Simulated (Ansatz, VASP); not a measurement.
## One calculation of Al, two programs

File INCAR:

```
SYSTEM = Al
ALGO     = Fast           ! electronic algorithm
EDIFF    = 1E-6           ! SCF threshold, eV
EDIFFG   = -0.005         ! ionic threshold
ENCUT    = 600            ! plane-wave cutoff, eV
GGA      = PE             ! functional
IBRION   = 2              ! ionic algorithm
ISIF     = 3              ! what is computed and relaxed
ISMEAR   = 0              ! smearing method
LASPH    = .True.         ! aspherical terms in the spheres
LCHARG   = .False.        ! write CHGCAR
LREAL    = .False.        ! projectors in reciprocal space
LWAVE    = .False.        ! write WAVECAR
NELM     = 60             ! most SCF steps
NSW      = 100            ! ionic steps
PREC     = Accurate       ! precision mode
SIGMA    = 0.1            ! smearing width, eV
```

Contents of KPOINTS:

```
k-points
0
Gamma
  18 18 18
  0 0 0
```

The input POSCAR:

```
Al
1.0
    0.0000000000      2.0248050000      2.0248050000
    2.0248050000      0.0000000000      2.0248050000
    2.0248050000      2.0248050000      0.0000000000
Al
1
Direct
    0.0000000000      0.0000000000      0.0000000000
```

Input for Ansatz:

```yaml
crystal:
  lattice:
    - [0.0, 2.024805, 2.024805]
    - [2.024805, 0.0, 2.024805]
    - [2.024805, 2.024805, 0.0]
  atoms:
    - { symbol: Al, position: [0.0, 0.0, 0.0] }
basis:
  ecutwfc: 420
kpoints:
  mp_grid: { grid: [18, 18, 18] }
hamiltonian:
  xc: pbe
scf:
  occupations: { method: gaussian, width: 0.1 }
output:
  forces: true
  stress: true
  eigenvalues: true
relax:
  adjacent_minimum: "off"
  f_tol: 0.005
  max_steps: 80
  cell: { stress_tol: 0.05 }
```

Alike in both runs: task relaxation of cell and atoms; functional PBE; k mesh 18 × 18 × 18; occupations gaussian, width 0.1 eV; no spin polarisation.

```csv
,VASP,Ansatz
version,VASP 6.6.1,Ansatz 0.2.0
potentials or method,"VASP PAW PBE potentials, release 64 (Al)","scalar-relativistic, plane waves, PAW"
plane-wave cutoff (eV),600,420
valence electrons in the cell,3,3
```

Ansatz gave:

| Property | Result |
| --- | --- |
| gap on the k mesh at the Fermi level, each at its own relaxed structure (eV) | none |
| relaxed volume (Å³/atom) | 16.50 |
| relaxed cell length with the largest relative difference (Å) | 2.858 |

Task: Which values does VASP return?

Result: gap on the k mesh at the Fermi level, each at its own relaxed structure (eV): none; relaxed volume (Å³/atom): 16.49; relaxed cell length with the largest relative difference (Å): 2.857.

A gap of «none» marks a metal or a gap that the smearing closes.
